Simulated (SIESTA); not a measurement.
## Te2Mo under changes of volume

One of the cells (133.495 Å³/atom); the others are scaled copies at fixed shape and fractional positions:

```
Te Mo
1.0
     6.36161    0.00000    0.00000
     0.00000    3.48040    0.00000
    -0.08574    0.00000   36.17589
Te Mo
4 2
Direct
  0.42925 0.75000 0.54070
  0.57075 0.25000 0.45930
  0.92085 0.25000 0.55653
  0.07915 0.75000 0.44347
  0.18135 0.25000 0.49747
  0.81865 0.75000 0.50253
```

* Program: SIESTA 5.4.2
* Functional: AM05
* Potentials or basis: PseudoDojo 0.4 standard (PBEsol files)
* Basis: DZP (energy shift 0.002 Ry)
* Grid cutoff: 800 Ry
* Energy shift: 0.002 Ry
* k mesh: 4 × 8 × 1
* Occupations: fermi-dirac, width 0.05 eV
* Spin: no spin polarisation

```csv
volume (Å³/atom),energy over the lowest point (meV/atom),largest force (eV/Å)
125.485,37.00,1.768
128.155,16.73,1.329
130.825,4.60,0.910
133.495,0.00,0.527
136.165,1.99,0.188
138.835,9.68,0.263
141.505,?,?
```

Problem. What does the run at 141.505 Å³/atom give?

Solution. Energy over the lowest point 22.71 meV/atom; largest force 0.439 eV/Å.

Worked out: A Birch-Murnaghan fit of order 3 (a polynomial in V^(-2/3)) to the other rows has its minimum at 134.00 Å³/atom with B0 = V·E''(V) = 19.3 GPa and B' = 5.0 at fixed shape and positions, which overstates the stiffness. It gives 22.63 meV/atom at 141.505 Å³/atom, against the run's 22.71.

Energies are extrapolated to zero smearing.

Caveats: semicore shells carry a single zeta, which can move pressures by several GPa and volumes by a few percent; the potentials were made for another functional, which shifts forces and pressure; the basis of atomic orbitals isn't converged, which shifts pressures, moduli and gaps.
